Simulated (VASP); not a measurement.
Set up this calculation in VASP 6.6.1, as the native input.

```yaml
Task: single point
Functional: PBEsol
Potentials_or_basis: VASP PAW PBE potentials, release 64 (Si, Ni)
Cutoff: 520 eV
k_mesh: 14 × 14 × 14
Occupations: gaussian, width 0.5 eV
Spin: collinear spin, ferromagnetic start
Starting_moments: "[0.0, 0.0, 1.0] μB"
Further_INCAR_settings: ALGO = Normal; EDIFF = 1e-06
```

The structure of Si2Ni lies in POSCAR:

```
Si2Ni
1.0
    0.0000000000      2.6962300000      2.6962300000
    2.6962300000      0.0000000000      2.6962300000
    2.6962300000      2.6962300000      0.0000000000
Si Ni
2 1
Direct
    0.2500000000      0.2500000000      0.2500000000
    0.7500000000      0.7500000000      0.7500000000
    0.0000000000      0.0000000000      0.0000000000
```

The cell comes from a database or a generator and needn't be the stable form of this composition.

These files were run (other wordings do the same):

INCAR

```
  PREC = Accurate
  ENCUT = 520
  EDIFF = 1E-6
  ISMEAR = 0
  SIGMA = 0.5
  LREAL = F
  LASPH = T
  NELM = 120
  ALGO = Normal
  ISIF = 2
  LWAVE = F
  LCHARG = F
  ISPIN = 2
  MAGMOM = 0 0 1
  LORBIT = 11
  LMAXMIX = 4
  GGA = PS
```

KPOINTS

```
Automatic mesh
0
Gamma
  14 14 14
```

Potentials or basis: VASP PAW PBE potentials, release 64 (Si, Ni).

Launch:

```console
$ cat potpaw_PBE.64/Si/POTCAR potpaw_PBE.64/Ni/POTCAR > POTCAR
$ mpirun -np 1 vasp_std > vasp.out
```

It gave:

```
Pressure                                              : 0.2 GPa
Band gap on the k mesh                                : none (metal or under the smearing width)
Net moment                                            : 0.00 μB per cell
Valence electrons inside the program's atomic spheres : Si 1.59; Ni 9.85
```

Caveat: the PAW data sets were made with another functional, which shifts forces and pressure a little.

It took 62 s on 1 thread of AMD EPYC 9R45 96-Core Processor (Zen 5), on a shared host, peak memory 0.2 GiB.
